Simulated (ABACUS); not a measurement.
Set up this calculation in ABACUS 3.10.1, as the native input.

| Property | Result |
| --- | --- |
| Task | relaxation of cell and atoms |
| Functional | HCTH407 |
| Potentials or basis | GBRV ultrasoft 1.5 PBE |
| Cutoff | 544 eV |
| Density cutoff | 4354 eV |
| Basis | plane waves |
| k mesh | 9 × 9 × 9 |
| Occupations | fermi-dirac, width 0.05 eV |
| Spin | no spin polarisation |
| Max steps of the relaxation | 60 |
| Force threshold | 0.005 eV/Å |
| Optimiser | cg |
| Stress threshold | 1 kbar |
| Radial cutoff of the potentials (pseudo_rcut) | 10 bohr |
| SCF threshold on the density | 1e-08 |
| Max SCF steps | 100 |
| Eigensolver | dav |
| Mixing | broyden |
| Mixing share | 0.7 |
| Symmetry key | 1 |
| Bands | 12 |

The system is MgO.

```
Mg O
1.0
     0.00000    2.09700    2.09700
     2.09700    0.00000    2.09700
     2.09700    2.09700    0.00000
Mg O
1 1
Cartesian
  0.0000 0.0000 0.0000
  2.0970 2.0970 2.0970
```

The cell is a database's computed one.

The input as run:

INPUT

```
INPUT_PARAMETERS
suffix              MgO
calculation         cell-relax
basis_type          pw
pseudo_dir          ./
symmetry            1
dft_functional      GGA_XC_HCTH_407
ecutwfc             40
pseudo_rcut         10
nspin               1
nbands              12
ks_solver           dav
smearing_method     fd
smearing_sigma      0.00367493
scf_thr             1e-08
scf_nmax            100
mixing_type         broyden
mixing_beta         0.7
cal_force           1
cal_stress          1
ecutrho             320
relax_nmax          60
force_thr_ev        0.005
relax_method        cg
out_stru            1
stress_thr          1
kpar                4
```

STRU

```
ATOMIC_SPECIES
Mg 24.3050 mg_pbe_v1.4.uspp.F.UPF
O 15.9990 o_pbe_v1.2.uspp.F.UPF

LATTICE_CONSTANT
1.8897261246

LATTICE_VECTORS
0.0000000000 2.0970013927 2.0970013927
2.0970013927 0.0000000000 2.0970013927
2.0970013927 2.0970013927 0.0000000000

ATOMIC_POSITIONS
Cartesian

Mg
0.0
1
0.0000000000 0.0000000000 0.0000000000 1 1 1

O
0.0
1
2.0970013927 2.0970013927 2.0970013927 1 1 1
```

KPT

```
K_POINTS
0
Gamma
9 9 9 0 0 0
```

Potentials or basis: GBRV ultrasoft 1.5 PBE, plane waves.

Command:

```bash
$ OMP_NUM_THREADS=1 mpirun -np 4 abacus > log
```

Results of the run:

```json
{"Relaxed volume": "9.82 Å³/atom", "Relaxed cell": "a = 3.028 Å, b = 3.028 Å, c = 3.028 Å, α = 60.00°, β = 60.00°, γ = 60.00°", "Space group after relaxing (to 0.05 Å)": "Fm-3m (No. 225)", "Energy gained by relaxing": "17.7 meV/atom", "Ionic steps": "3", "Pressure after relaxing": "0.0 GPa", "Band gap on the k mesh": "4.78 eV, direct"}
```

Caveat: the potentials were made for another functional, which shifts forces and pressure.

Run time: 24 s on 4 MPI ranks on Intel(R) Xeon(R) Platinum 8259CL CPU @ 2.50GHz (Skylake/Cascade Lake), with other jobs on the host, peak memory 0.48 GiB a rank.
